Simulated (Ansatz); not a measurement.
Runs of Ansatz 0.2.0 on SrVO3. The structure is cubic, space group Pm-3m (No. 221). The conventional cell has a = 3.841 Å, b = 3.841 Å, c = 3.841 Å, α = 90.00°, β = 90.00°, γ = 90.00°. Sr (site symmetry m-3m) has 12 O at 2.72 Å as nearest neighbours. Around V (site symmetry m-3m) lie 6 O at 1.92 Å. O (site symmetry 4/mmm) is surrounded by 2 V at 1.92 Å. 

```tsv
task	level	cell	smearing	points for each segment of the path	gap on the mesh (eV)	pressure (GPa)	moment (μB)	relaxed volume (Å³/atom)
single point	PBE	as given	gaussian 0.012 eV	-	none	2.4	0.10	-
relaxation of cell and atoms	revPBE	relaxed	fermi-dirac 0.05 eV	-	-	0.0	0.00	(b)
band structure	BLYP	as given	fermi-dirac 0.05 eV	14	none	(a)	0.00	-
relaxation of cell and atoms	BLYP	relaxed	fermi-dirac 0.05 eV	-	-	0.0	0.00	11.85
```

Alike in all rows: potentials or basis Ansatz PAW; spin collinear, ferromagnetic start; k mesh 7 × 7 × 7; cutoff (eV) 420.

Task: Fill in the values left out.

Result: (a) 8.4; (b) 11.71.

Caveats: the starting moments weren't kept; the PAW data sets come from PBE, with cores solved anew for the run's functional, which leaves a small shift of forces and pressure (some runs); semilocal functionals often make such compounds metallic where correlation or magnetic order opens a gap, which also shifts bond lengths (some runs); the plane-wave basis is chosen anew once the cell has moved, so the energies of steps on either side of that aren't comparable (some runs).

A k mesh can miss the band edges, and the runs leave out spin-orbit coupling on Sr.

A gap of «none» marks a metal or a gap under the smearing width.
